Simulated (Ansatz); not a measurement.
Before relaxation, (101) slab as cut from the bulk (AlN, P6_3mc (No. 186), (1 0 1) face):

```yaml
crystal:
  lattice:
    - [3.11369, 0.00000, 0.00000]
    - [-1.55685, 5.66619, 0.00000]
    - [0.00000, 0.00000, 26.46275]
  atoms:
    - { symbol: N, position: [0.38943, 0.77885, 0.28342] }
    - { symbol: Al, position: [0.88153, 0.76306, 0.32387] }
    - { symbol: Al, position: [0.15040, 0.30081, 0.33880] }
    - { symbol: N, position: [0.73379, 0.46759, 0.35810] }
    - { symbol: N, position: [0.00267, 0.00533, 0.37304] }
    - { symbol: Al, position: [0.49477, 0.98954, 0.41349] }
    - { symbol: Al, position: [0.76364, 0.52729, 0.42842] }
    - { symbol: N, position: [0.34703, 0.69407, 0.44772] }
    - { symbol: N, position: [0.61591, 0.23181, 0.46266] }
    - { symbol: Al, position: [0.10801, 0.21602, 0.50311] }
    - { symbol: Al, position: [0.37688, 0.75377, 0.51805] }
    - { symbol: N, position: [0.96027, 0.92055, 0.53734] }
    - { symbol: N, position: [0.22915, 0.45829, 0.55228] }
    - { symbol: Al, position: [0.72125, 0.44250, 0.59273] }
    - { symbol: Al, position: [0.99012, 0.98025, 0.60767] }
    - { symbol: N, position: [0.57351, 0.14703, 0.62696] }
    - { symbol: N, position: [0.84239, 0.68477, 0.64190] }
    - { symbol: Al, position: [0.33449, 0.66898, 0.68235] }
    - { symbol: Al, position: [0.60336, 0.20673, 0.69729] }
    - { symbol: N, position: [0.18675, 0.37351, 0.71658] }
```

Level of theory: DFT PBEsol, scalar-relativistic, plane waves, PAW (Ansatz 0.2.0). Settings: cutoff 420 eV, Γ-centred mesh 9×5×1 on the computed 20-atom cell, Gaussian smearing of 0.05 eV; no spin polarisation. The cell repeats along c with a dipole correction in the vacuum.

All atoms are free. The cell is fixed. Force threshold 0.02 eV/Å.

| step | E − E_final (eV) | largest force (eV/Å) |
| --- | --- | --- |
| 1 | 1.903 | 2.690 |
| 2 | 1.387 | 2.327 |
| 3 | 1.080 | 0.644 |
| 4 | 1.023 | 0.445 |
| 5 | 0.869 | 0.844 |
| 6 | 0.629 | 0.874 |
| 7 | 0.338 | 1.009 |
| 8 | 0.092 | 0.623 |
| 9 | 0.020 | 0.276 |
| 10 | 0.006 | 0.225 |
| 11 | 0.000 | 0.046 |
| 12 | 0.000 | 0.017 |

(1) What is the final structure?

Spin polarisation was left out, and a magnetic state may lie lower.

Answers

(1)
```yaml
crystal:
  lattice:
    - [3.11369, 0.00000, 0.00000]
    - [-1.55685, 5.66619, 0.00000]
    - [0.00000, 0.00000, 26.46275]
  atoms:
    - { symbol: N, position: [0.30144, 0.60287, 0.29498] }
    - { symbol: Al, position: [0.85887, 0.71774, 0.32115] }
    - { symbol: Al, position: [0.16637, 0.33275, 0.33928] }
    - { symbol: N, position: [0.71966, 0.43932, 0.36784] }
    - { symbol: N, position: [0.00132, 0.00265, 0.36282] }
    - { symbol: Al, position: [0.50380, 0.00760, 0.40583] }
    - { symbol: Al, position: [0.76977, 0.53955, 0.43231] }
    - { symbol: N, position: [0.35821, 0.71642, 0.44768] }
    - { symbol: N, position: [0.61640, 0.23281, 0.46317] }
    - { symbol: Al, position: [0.10984, 0.21969, 0.50223] }
    - { symbol: Al, position: [0.38582, 0.77161, 0.51724] }
    - { symbol: N, position: [0.96530, 0.93059, 0.53906] }
    - { symbol: N, position: [0.23467, 0.46935, 0.55163] }
    - { symbol: Al, position: [0.72726, 0.45454, 0.59082] }
    - { symbol: Al, position: [0.99867, 0.99728, 0.60808] }
    - { symbol: N, position: [0.58000, 0.15994, 0.62795] }
    - { symbol: N, position: [0.85006, 0.70025, 0.64193] }
    - { symbol: Al, position: [0.33235, 0.66484, 0.68005] }
    - { symbol: Al, position: [0.62999, 0.25989, 0.69615] }
    - { symbol: N, position: [0.19558, 0.39106, 0.71556] }
```

Cost: 1 run of about 24 core-minutes, on Arm Neoverse V2 (shared hosts).